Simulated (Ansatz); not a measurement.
# Sb: strong compression

An exercise on one series of results from a longer session: the logs are not shown, and one member is left open.

Method: DFT, PBE, PAW with Ansatz's default frozen-core files, scalar-relativistic, in Ansatz 0.2.0.

## The structure to begin with

The structure is trigonal, space group R-3m (No. 166). The conventional cell has a = 4.318 Å, b = 4.318 Å, c = 11.443 Å, α = 90.00°, β = 90.00°, γ = 120.00°. Around Sb (site symmetry 3m) lie 3 Sb at 2.91 Å.

Coordinates:

```cif
data_structure
_symmetry_space_group_name_H-M 'R-3m:H'
_symmetry_Int_Tables_number 166
_cell_length_a 4.3183
_cell_length_b 4.3183
_cell_length_c 11.4434
_cell_angle_alpha 90.000
_cell_angle_beta 90.000
_cell_angle_gamma 120.000
_cell_volume 184.80
loop_
_atom_site_label
_atom_site_type_symbol
_atom_site_symmetry_multiplicity
_atom_site_Wyckoff_symbol
_atom_site_fract_x
_atom_site_fract_y
_atom_site_fract_z
_atom_site_occupancy
Sb1 Sb 6 c 0.33333 0.66667 0.89867 1
```

The file gives the conventional cell by its symmetry; the runs use the cell typed in the input.

Whether this phase is the stable one at these pressures isn't tested.

Atoms are numbered in the order of the input: Sb1, Sb2.

The first run:

input.yaml

```yaml
crystal:
  lattice:
    - [2.1591285069, -1.2465734247, 3.8144603622]
    - [0.0, 2.4931468494, 3.8144603622]
    - [-2.1591285069, -1.2465734247, 3.8144603622]
  atoms:
    - { symbol: Sb, position: [0.232, 0.232, 0.232] }
    - { symbol: Sb, position: [-0.232, -0.232, -0.232] }
kpoints:
  mp_grid: { grid: [11, 11, 11] }
scf:
  occupations: { method: fermi_dirac, width: 0.1 }
hamiltonian:
  xc: pbe
  pseudopotentials: { kind: paw }
output:
  forces: true
  stress: true
relax:
  f_tol: 0.005
  max_steps: 40
  cell: {}
```

Command:

```bash
$ ansatz run input.yaml --threads 1 --pin off --max-ram 2048MiB --backend cpu --events-out ev --progress --plain --runs-dir out
```

Steps of the session up to this table: Cell relaxed at zero pressure, PAW; Volume scaled by 1, PAW; Shape and atoms relaxed at 0.9 of the volume, PAW; Volume scaled by 0.9, PAW; Volume scaled by 0.9, PAW (cutoff 1000 eV); Shape and atoms relaxed at 0.8 of the volume, PAW; Volume scaled by 0.8, PAW; Shape and atoms relaxed at 0.7 of the volume, PAW; Volume scaled by 0.7, PAW; Shape and atoms relaxed at 0.6 of the volume, PAW; Volume scaled by 0.6, PAW; Shape and atoms relaxed at 0.5 of the volume, PAW; More of the same log: shape and atoms relaxed at 0.5 of the volume; Volume scaled by 0.5, PAW; Shape and atoms relaxed at 0.4 of the volume, PAW; Volume scaled by 0.4, PAW; Volume scaled by 0.4, PAW (cutoff 600 eV).

One of the session's tables, all rows but one given; the rest of the session is left out.

```
              method  volume over the first  volume (Å³/atom)  pressure (GPa)
                 PAW                      1            31.832            0.00
                 PAW                    0.9            28.649            4.60
                 PAW                    0.8            25.465           13.19
                 PAW                    0.7            22.282           32.57
                 PAW                    0.6            19.099           49.14
                 PAW                    0.5            15.916          112.64
                 PAW                    0.4            12.733          265.78
PAW (cutoff 1000 eV)                    0.9            28.649            4.60
 PAW (cutoff 600 eV)                    0.4                 ?               ?
```

Q: Estimate the row for PAW (cutoff 600 eV), 0.4 from the others.

The run gave: volume (Å³/atom): 12.733; pressure (GPa): 265.68.

Limits of these values: Warnings in the runs' records: structure snapped to symmetry.
